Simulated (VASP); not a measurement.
# CaSe (Fm-3m) in VASP: notebook

Aim: see how the results for CaSe move with the level of theory and the settings. Levels: PBEsol, PBE. Tasks: equation of state.

Everything below comes from runs of VASP 6.6.1. Logs are shortened: lines on timing, memory, paths and dates and some standing lists are left out, and cuts for length are marked.

### Step 1. The structure

Symmetry: Fm-3m, No. 225, cubic system. The conventional cell has a = 5.912 Å, b = 5.912 Å, c = 5.912 Å, α = 90.00°, β = 90.00°, γ = 90.00°. Around Se (site symmetry m-3m) lie 6 Ca at 2.96 Å. Around Ca (site symmetry m-3m) lie 6 Se at 2.96 Å.

### Step 2. Equation of state, PBEsol, 24.28 Å³/atom (volume scaled by 0.94)

INCAR

```
  PREC = Accurate
  ENCUT = 520
  EDIFF = 1E-7
  ISMEAR = -1
  SIGMA = 0.05
  LREAL = F
  LASPH = T
  NELM = 60
  ALGO = Normal
  ISIF = 2
  LWAVE = F
  LCHARG = F
  GGA = PS
  NBANDS = 15
```

KPOINTS

```
Automatic mesh
0
Gamma
  8 8 8
```

POSCAR

```
CaSe
1.0
    0.0000000000      2.8956565374      2.8956565374
    2.8956565374      0.0000000000      2.8956565374
    2.8956565374      2.8956565374      0.0000000000
Se Ca
1 1
Direct
    0.5000000000      0.5000000000      0.5000000000
    0.0000000000      0.0000000000      0.0000000000
```

Potentials or basis: VASP PAW PBE potentials, release 64 (Se, Ca_sv).

Started as:

```
$ cat potpaw_PBE.64/Se/POTCAR potpaw_PBE.64/Ca_sv/POTCAR > POTCAR
$ mpirun -np 1 vasp_std > vasp.out
```

OUTCAR:

```text
PREC = Accurate
   ENCUT = 520
   EDIFF = 1E-7
   ISMEAR = -1
   LREAL = F
   LASPH = T
   NELM = 60
   ISIF = 2
   GGA = PS

 Found     29 irreducible k-points:

 Following reciprocal coordinates:
            Coordinates               Weight
  0.000000  0.000000  0.000000      1.000000
  0.125000  0.000000  0.000000      8.000000
  0.250000  0.000000  0.000000      8.000000
  0.375000  0.000000  0.000000      8.000000
  0.500000  0.000000  0.000000      4.000000
  0.125000  0.125000  0.000000      6.000000
   k-points           NKPTS =     29   k-points in BZ     NKDIM =     29   number of bands    NBANDS=     15
   number of dos      NEDOS =    301   number of ions     NIONS =      2
   total plane-waves  NPLWV =  27000
   dimension x,y,z NGX =    30 NGY =   30 NGZ =   30
   dimension x,y,z NGXF=    60 NGYF=   60 NGZF=   60
   ions per type =               1   1
   NGX,Y,Z   is equivalent  to a cutoff of  12.18, 12.18, 12.18 a.u.
   NGXF,Y,Z  is equivalent  to a cutoff of  24.36, 24.36, 24.36 a.u.
 SYSTEM =  unknown system
   PREC   = accura    normal or accurate (medium, high low for compatibility)
   ISTART =      0    job   : 0-new  1-cont  2-samecut
   ICHARG =      2    charge: 1-file 2-atom 10-const
   ISPIN  =      1    spin polarized calculation?
   LNONCOLLINEAR =      F non collinear calculations
   LSORBIT =      F    spin-orbit coupling
   LASPH  =      T    aspherical Exc in radial PAW
   ENCUT  =  520.0 eV  38.22 Ry    6.18 a.u.   7.61  7.61  7.61*2*pi/ulx,y,z
   NELM   =     60;   NELMIN=  2; NELMDL= -5     # of ELM steps
   EDIFF  = 0.1E-06   stopping-criterion for ELM
   LREAL  =      F    real-space projection
   EDIFFG = 0.1E-05   stopping-criterion for IOM
   NSW    =      0    number of steps for IOM
   IBRION =     -1    ionic relax: 0-MD 1-quasi-New 2-CG
   NFREE  =      0    steps in history (QN), initial steepest desc. (CG)
   ISIF   =      2    stress and relaxation
   ISYM   =      2    0-nonsym 1-usesym 2-fastsym
   POTIM  = 0.5000    time-step for ionic-motion
   TEBEG  =    0.0;   TEEND  =   0.0 temperature during run
   PSTRESS=    0.0 pullay stress
   NELECT =      16.0000    total number of electrons
   NUPDOWN=      -1.0000    fix difference up-down
   EMIN   =  10.00;   EMAX   =-10.00  energy-range for DOS
   EFERMI =   0.00;   METHOD = LEGACY
   ISMEAR =    -1;   SIGMA  =   0.05  broadening in eV -4-tet -1-fermi 0-gaus
   EFERMI_NEDOS =   21; number of points for ismear=-14 and -15
   IALGO  =     38    algorithm
   IMIX   =      4    mixing-type and parameters
     AMIX     =   0.40;   BMIX     =  1.00
     AMIX_MAG =   1.60;   BMIX_MAG =  1.00
  volume/ion in A,a.u.               =      24.28       163.85
  Fermi-wavevector in a.u.,A,eV,Ry     =   1.130727  2.136764 17.395642  1.278544
  Thomas-Fermi vector in A             =   2.267424
   LORBIT       =      0    0 simple, 1 ext, 2 COOP (PROOUT), +10 PAW based schemes
   GGA     = PS    functional components
   LHFCALC =     F    Hartree Fock is set to
   AEXX    =    0.0000 exact exchange contribution
   IVDW    =     0    specifies the selected vdW correction
   LEPSILON=     F    determine dielectric tensor
   LRPA    =     F    only Hartree local field effects (RPA)
 non-spin polarized calculation
  energy-cutoff  :      520.00
  volume of cell :       48.56
 maximum number of plane-waves:      1325
   NGX = 15   NGY = 15   NGZ = 15

 number of electron      15.9999999 magnetization

 Free energy of the ion-electron system (eV)
  ---------------------------------------------------
  ext. energy  EPLUGINS =         0.00000000
  ---------------------------------------------------
  free energy    TOTEN  =       -10.05754746 eV

  energy without entropy =      -10.05754746  energy(sigma->0) =      -10.05754746

 E-fermi :   3.6698     XC(G=0):  -9.6004

 val. band max:        2.7989434748   @ k =   0.0000   0.0000   0.0000
 cond. band min:       4.5540709363   @ k =   0.5000   0.5000   0.0000
 fundamental gap:      1.7551274615
 Fermi energy:         3.6697858955

 k-point     1 :       0.0000    0.0000    0.0000
  band No.  band energies     occupation
      1     -36.5591      2.00000
      2     -17.6466      2.00000
      3     -17.6466      2.00000
      4     -17.6466      2.00000
      5      -9.2588      2.00000
      6       2.7989      2.00000
      7       2.7989      2.00000
      8       2.7989      2.00000
      9       6.3326      0.00000
     10       6.4069      0.00000
     11       6.4069      0.00000
     12       6.4069      0.00000
     13       7.0747      0.00000
     14       7.0747      0.00000
     15      12.4146      0.00000

 k-point     2 :       0.1250    0.0000    0.0000
  band No.  band energies     occupation
      1     -36.5576      2.00000
      2     -17.6712      2.00000
      3     -17.6481      2.00000
      4     -17.6481      2.00000
      5      -9.1475      2.00000
      6       1.9601      2.00000
      7       2.5186      2.00000
      8       2.5186      2.00000
      9       6.3726      0.00000
     10       6.6423      0.00000
     11       6.6423      0.00000
     12       7.3062      0.00000
     13       7.5345      0.00000
     14       7.5345      0.00000
     15      12.7212      0.00000

 k-point     3 :       0.2500    0.0000    0.0000
  band No.  band energies     occupation
      1     -36.5541      2.00000
      2     -17.7292      2.00000
      3     -17.6517      2.00000
      4     -17.6517      2.00000
      5      -8.8643      2.00000
      6       0.6133      2.00000
      7       1.9943      2.00000
      8       1.9943      2.00000
      9       6.4654      0.00000
     10       7.2141      0.00000
     11       7.2141      0.00000
     12       8.6439      0.00000
     13       8.6439      0.00000
     14       8.8057      0.00000
     15      12.4726      0.00000

 k-point     4 :       0.3750    0.0000    0.0000
  band No.  band energies     occupation
      1     -36.5505      2.00000
      2     -17.7855      2.00000
      3     -17.6553      2.00000
      4     -17.6553      2.00000
      5      -8.5545      2.00000
      6      -0.4096      2.00000
      7       1.5874      2.00000
      8       1.5874      2.00000
      9       6.8529      0.00000
     10       7.9727      0.00000
     11       7.9727      0.00000
     12       8.9718      0.00000
     13       9.8572      0.00000
     14       9.8572      0.00000
     15      12.0595      0.00000

 k-point     5 :       0.5000    0.0000    0.0000
  band No.  band energies     occupation
      1     -36.5490      2.00000
      2     -17.8084      2.00000
      3     -17.6567      2.00000
      4     -17.6567      2.00000
      5      -8.4162      2.00000
      6      -0.7913      2.00000
      7       1.4403      2.00000
      8       1.4403      2.00000
      9       7.2785      0.00000
     10       8.4137      0.00000
     11       8.4327      0.00000
     12       8.4327      0.00000
     13      10.7191      0.00000
     14      10.7191      0.00000
     15      10.9915      0.00000

 k-point     6 :       0.1250    0.1250    0.0000
  band No.  band energies     occupation
      1     -36.5571      2.00000
      2     -17.6693      2.00000
      3     -17.6532      2.00000
      4     -17.6532      2.00000
      5      -9.1179      2.00000
      6       1.7045      2.00000
      7       2.5354      2.00000
      8       2.5354      2.00000
      9       6.0261      0.00000
     10       6.8400      0.00000
     11       7.0252      0.00000
     12       7.0252      0.00000
     13       7.1863      0.00000
     14       8.4640      0.00000
     15      12.9029      0.00000

 [... further k-points ...]
[... 5 lines left out ...]
  --------------------------------------------------------------------------------------
  -------------------------------------------------------------------------------------
  Total        0.7522118      0.7522118      0.7522118      0.0000000      0.0000000      0.0000000
  in kB       24.8187326     24.8187326     24.8187326      0.0000000      0.0000000      0.0000000
  external PRESSURE =      24.8187326 kB  Pullay stress =       0.0000000 kB

 VOLUME and BASIS-vectors are now :
 -----------------------------------------------------------------------------
  energy-cutoff  :      520.00
  volume of cell :       48.56
      direct lattice vectors                 reciprocal lattice vectors
     0.000000000  2.895656537  2.895656537    -0.172672412  0.172672412  0.172672412
     2.895656537  0.000000000  2.895656537     0.172672412 -0.172672412  0.172672412
     2.895656537  2.895656537  0.000000000     0.172672412  0.172672412 -0.172672412

 POSITION                                       TOTAL-FORCE (eV/Angst)
 -----------------------------------------------------------------------------------
      2.89566      2.89566      2.89566         0.000000      0.000000     -0.000000
      0.00000      0.00000      0.00000        -0.000000      0.000000      0.000000
 -----------------------------------------------------------------------------------
    total drift:                               -0.000000      0.000000      0.000000

  FREE ENERGIE OF THE ION-ELECTRON SYSTEM (eV)
  ---------------------------------------------------
  free  energy   TOTEN  =       -10.0575474562 eV

  energy  without entropy=      -10.0575474556  energy(sigma->0) =      -10.05754746
```

Run time: 20 s. Hardware: 1 thread of Intel Xeon Platinum 8488C (Sapphire Rapids), shared host; peak memory 0.17 GiB.

What came out:

| Property | Result |
| --- | --- |
| Free energy | -10.0575 eV |
| Pressure | 2.5 GPa |
| Band gap on the k mesh | 1.76 eV, indirect (least direct gap 2.76 eV) |

Caveat: the PAW data sets were made with another functional, which shifts forces and pressure a little.

### Step 3. Equation of state, PBEsol, 24.80 Å³/atom (volume scaled by 0.96)

INCAR is that of step 2.

KPOINTS is that of step 2.

POSCAR

```
CaSe
1.0
    0.0000000000      2.9160491567      2.9160491567
    2.9160491567      0.0000000000      2.9160491567
    2.9160491567      2.9160491567      0.0000000000
Se Ca
1 1
Direct
    0.5000000000      0.5000000000      0.5000000000
    0.0000000000      0.0000000000      0.0000000000
```

Potentials or basis: VASP PAW PBE potentials, release 64 (Se, Ca_sv).

Started as:

```
$ cat potpaw_PBE.64/Se/POTCAR potpaw_PBE.64/Ca_sv/POTCAR > POTCAR
$ mpirun -np 1 vasp_std > vasp.out
```

Run time: 20 s. Hardware: 1 thread of Intel Xeon Platinum 8488C (Sapphire Rapids), shared host; peak memory 0.18 GiB.

The run converged. Its results:

| Property | Result |
| --- | --- |
| Free energy | -10.0697 eV |
| Pressure | 1.2 GPa |
| Band gap on the k mesh | 1.82 eV, indirect (least direct gap 2.80 eV) |

Caveat: the PAW data sets were made with another functional, which shifts forces and pressure a little.

(Part 1 of 2 ends here.)
